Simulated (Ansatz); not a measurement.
Starting cell, LaAlO3 (cubic perovskite):

```
LaAlO3
1.0
    7.62482     0.00000     0.00000
    3.81241     3.81241     0.00000
    0.00000     0.00000     3.81241
La Al O
2 2 6
Direct
  0.00000   0.00000   0.00000
  0.50000   0.00000   0.00000
  0.00000   0.50000   0.50000
  0.50000   0.50000   0.50000
  0.75000   0.50000   0.50000
  0.25000   0.50000   0.50000
  0.00000   0.50000   0.00000
  0.50000   0.50000   0.00000
  0.25000   0.00000   0.50000
  0.75000   0.00000   0.50000
```

A phonon eigenvector at M = (0.5, 0.5, 0.0) is frozen into this cell: atom i moves by Q times the vector below, so Q is the largest atomic displacement, in Å. The cell is held. (q is in reciprocal vectors of the primitive cell; the cell shown is doubled to hold the pattern.)

```json
[
 {"atom": "O5", "x": "0.000", "y": "1.000", "z": "0.000"},
 {"atom": "O6", "x": "0.000", "y": "-1.000", "z": "0.000"},
 {"atom": "O9", "x": "-1.000", "y": "0.000", "z": "0.000"},
 {"atom": "O10", "x": "1.000", "y": "0.000", "z": "0.000"}
]
```

Atoms not listed stay in place.

The numbers are results of PBE (plane waves to 420 eV, PAW, scalar-relativistic; Ansatz, a first-principles code), not measurements. k mesh 9×9×9 (Γ-centred), Fermi-Dirac smearing 0.05 eV. The energy includes the smearing's −TS. LaAlO3 is run without spin polarisation. LaAlO3 was relaxed with its symmetry unable to fall. This is a high-temperature form of LaAlO3. ΔE is measured from the undisplaced structure.

```csv
Q (Å),ΔE (meV/cell)
-0.1760,9.3
-0.1467,withheld
-0.1173,0.3
-0.0880,-0.6
-0.0587,-0.5
-0.0293,-0.2
0.0000,0.0
0.0293,-0.2
0.0587,-0.5
0.0880,-0.6
0.1173,0.3
0.1467,withheld
0.1760,9.3
```

### Question
Fit an even polynomial form (powers 2, 4) to the given rows and predict ΔE at Q = -0.1467.

### Answer
Least squares on the 11 given rows: ΔE = (-202.0)·Q² + (16210)·Q⁴, in meV/cell with Q in Å; root-mean-square residual 0.02 meV/cell. At -0.1467 the fit gives 3.2 meV/cell; the calculation gives 3.2 meV/cell, the same to the digits shown. The quadratic term alone would give -4.3 meV/cell: it is negative, as the undisplaced cell is unstable along this move.

(A displaced cell: forces are minus the slopes of the energy, force constants its curvatures, and phonons follow from these.)
